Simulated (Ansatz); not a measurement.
**An elastic constant from a strain scan in MgO**

The calculation used Ansatz, DFT PBEsol, scalar-relativistic, plane waves, PAW. Cutoff 420 eV, Γ-centred 10×10×10 k-points, Gaussian smearing of 0.05 eV. No spin polarisation. Energies are free energies at this smearing, counted from the undisturbed cell; pressure is positive in compression.

Zero of the scan (relaxed at this level):

```yaml
crystal:
  lattice:
    - [0.00000, 2.10711, 2.10711]
    - [2.10711, 0.00000, 2.10711]
    - [2.10711, 2.10711, 0.00000]
  atoms:
    - { symbol: Mg, position: [0.00000, 0.00000, 0.00000] }
    - { symbol: O, position: [0.50000, 0.50000, 0.50000] }
```

The cell is strained by ε times the Voigt pattern (0, 0, 1, 0, 0, 0) (xx, yy, zz, yz, xz, xy; engineering shear) with fractional coordinates fixed. The cell holds 2 atoms in V0 = 18.71 Å³. The stress column is τ = (1/V0) dE/dε, got from the stress tensor σ (compression positive) at each point as −det(1 + εP) σ : P(1 + εP)⁻¹, with P the pattern as a tensor.

```csv
ε,ΔE (meV/atom),τ (GPa)
-0.0600,39.728,-25.698
-0.0450,20.931,-17.496
-0.0300,8.719,-10.597
-0.0150,2.033,-4.816
0.0000,0.000,0.011
0.0150,1.820,4.006
0.0300,6.797,7.299
0.0450,14.440,9.994
0.0525,19.077,11.141
0.0600,?,?
```

Problem. Which combination of elastic constants does this scan measure, and how large is it?

Solution. For small ε, τ = τ0 + Kε with K = pᵀCp, which for this pattern is C11 in the cubic axes. The parabola through τ at ε = -0.0150, 0 and 0.0150 has slope K = 294 GPa at zero. The energies per cell, E = NΔE, of the same two points give K = 2[E(ε₊)/ε₊ − E(ε₋)/ε₋]/[(ε₊ − ε₋)V0] = 293 GPa, in agreement.

Problem. Predict the withheld row at ε = 0.0600 from the harmonic law, and compare.

Solution. ΔE = V0(τ0 ε + Kε²/2)/N = 30.949 meV/atom and τ = 17.66 GPa. The calculation gives 24.173 meV/atom and 12.17 GPa: the energy lies 22 % below the harmonic value, as bonds soften when stretched.